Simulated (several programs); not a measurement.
KF (NiAs type) from semi-empirical methods to plane-wave DFT

KF built on the NiAs prototype, relaxed with r2SCAN in Ansatz, was computed with several methods. It is hexagonal, P6_3/mmc (No. 194); a = 3.660 Å, c = 6.479 Å in the conventional setting, 18.79 Å³ an atom. Around K lie 6 F at 2.66 Å; around F lie 6 K at 2.66 Å. Computed, not measured; no magnetism was allowed, and whether the structure is a known phase isn't checked.

```cif
data_structure
_symmetry_space_group_name_H-M 'P6_3/mmc'
_symmetry_Int_Tables_number 194
_cell_length_a 3.6599
_cell_length_b 3.6599
_cell_length_c 6.4788
_cell_angle_alpha 90.000
_cell_angle_beta 90.000
_cell_angle_gamma 120.000
_cell_volume 75.16
loop_
_atom_site_label
_atom_site_type_symbol
_atom_site_symmetry_multiplicity
_atom_site_Wyckoff_symbol
_atom_site_fract_x
_atom_site_fract_y
_atom_site_fract_z
_atom_site_occupancy
K1 K 2 a 0.00000 0.00000 0.00000 1
F1 F 2 c 0.33333 0.66667 0.25000 1
```

Gaps and times are for a single point on this cell; volume and bulk modulus come from each method's own relaxation or energy curve at fixed shape, which is too stiff where a cell has free coordinates or axes. Times are rough, from shared hosts (Arm Neoverse N1; Arm Neoverse V1; Intel Xeon Processor @ 2.50GHz), and each method has its own mesh and cell size. A double dagger marks a value from a curve with shape and coordinates held. PM6 (MOPAC), PM7 (MOPAC), GFN1-xTB (tblite) treat a cluster of cells at its zone centre, which samples few k points: where these miss a band edge, the gap comes out too large for that reason alone. Gaps from k meshes are read at a limited set of points (mesh, symmetry points, PBE's band edges), so each method's own least gap may be somewhat smaller. Force fields have no electrons; where one was fitted to this phase, its volume and modulus reflect the fit. xTB and the PM methods were fitted mostly to molecules, and can miss a solid's gap by electronvolts. Minimal bases can be far off for gaps. Times of the plane-wave rungs are withheld (a dash), since they come from other jobs, hosts and meshes; the meshes of hybrids and Hartree-Fock don't converge their gaps to the digits shown. GLLB-SC's gap includes the derivative discontinuity. G0W0 is at finite bands, cutoff and mesh. d marks a direct gap, i an indirect one (no mark: not told apart), a dash a value that wasn't computed or didn't pass its checks.

```tsv
method	kind	gap (eV)	own volume (Å³/atom)	bulk modulus (GPa)	atoms computed	processor time
PBEsol	semilocal	–	18.70	–	4	–
ffield.eim (LAMMPS)	force field	–	–	–	4	0.16 s
light PBE (260 eV, its own mesh)	light plane-wave	6.21 d	–	–	4	1.7 s
PM7 (MOPAC)	semi-empirical	13.22	18.04‡	76‡	cluster	3.6 s
PM6 (MOPAC)	semi-empirical	13.05	–	–	cluster	3.7 s
GFN1-xTB (tblite)	tight binding	2.77	18.67‡	39‡	cluster	4.8 s
PBE	semilocal	6.20 d	19.97	29‡	4	–
LDA	semilocal	5.84 d	17.20	–	4	–
r2SCAN	semilocal	6.87 d	18.79	35‡	4	–
PBE/SZV (CP2K)	small basis	3.46 d	–	–	4	29 s
PBE/DZVP (CP2K)	small basis	6.31 d	20.01‡	32‡	4	68 s
GLLB-SC (GPAW)	model potential	12.35	–	–	4	79 s
LC-ωPBE	hybrid	13.93 d	–	–	4	–
G0W0@r2SCAN (140 eV screening cutoff)	many-body	9.93	–	–	4	–
G0W0@LDA (140 eV screening cutoff)	many-body	9.62	–	–	4	–
PBE0	hybrid	8.98 d	–	–	4	–
HSE06	hybrid	8.21 d	19.39	–	4	–
r2SCANh	hybrid	7.86 d	–	–	4	–
DDH-PBE0	hybrid	11.85 d	–	–	4	–
G0W0@HSE06 (140 eV screening cutoff)	many-body	10.51	–	–	4	–
G0W0@PBE (220 eV screening cutoff)	many-body	9.74	–	–	4	–
```

Against HSE06 (8.21 eV) the nearest gap at the points sampled is that of r2SCANh (-0.34 eV) and the farthest that of LC-ωPBE (+5.73 eV). HSE06 is only a yardstick of convenience: for gaps this wide it usually falls short of measured ones, so a larger value can be the better one.

Volumes against r2SCAN's: PBEsol -0.5 %, PBE +6.3 %, LDA -8.5 %, HSE06 +3.2 %.

Runs without a result: GFN2-xTB (tblite) (single point), PBE/single zeta (GPAW) (single point, out of time).
